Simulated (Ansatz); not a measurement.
# AlGa3N4: opening a crack plane

AlGa3N4, Pm, a = 5.139 Å, b = 3.163 Å, c = 5.477 Å, β = 90.0°. The structure is a Materials Project entry; whether it is the stable form wasn't checked. Ansatz: r2SCAN, PAW, 500 eV, Γ-centred 7×4×3 mesh on 16 atoms, Gaussian smearing 0.05 eV; no spin polarisation. One cut on (100) per cell of 16 atoms is opened rigidly by x, between planes of N and Ga that stand 1.95 Å apart; y is the energy per area (17.326 Å², 1 eV/Å² = 16.02 J/m²).

```tsv
x (Å)	y (J/m²)
0.00	0.000
0.50	1.588
1.00	3.687
2.00	?
3.00	6.906
6.00	7.136
```

**Question.** Fit the universal binding curve y = W[1 − (1 + x/l) e^(−x/l)] to the other rows, give the peak stress, and predict the missing value.

**Answer.** Least squares gives W = 7.14 J/m² and l = 0.574 Å. The stress dy/dx peaks at x = l with W/(e l) = 45.8 GPa, for rigid faces. At x = 2.00: x/l = 3.484, y = 6.158 J/m². The run gave 6.184 J/m², so the fit is 0.026 J/m² too low, within twice the rms miss on the fitted rows (0.023 J/m²). Note that the gap is closed there and open in the run one row up.

Cost: 6 runs of about 21 core-minutes in all, on Intel Xeon Processor @ 2.50GHz (Skylake/Cascade Lake) (shared hosts).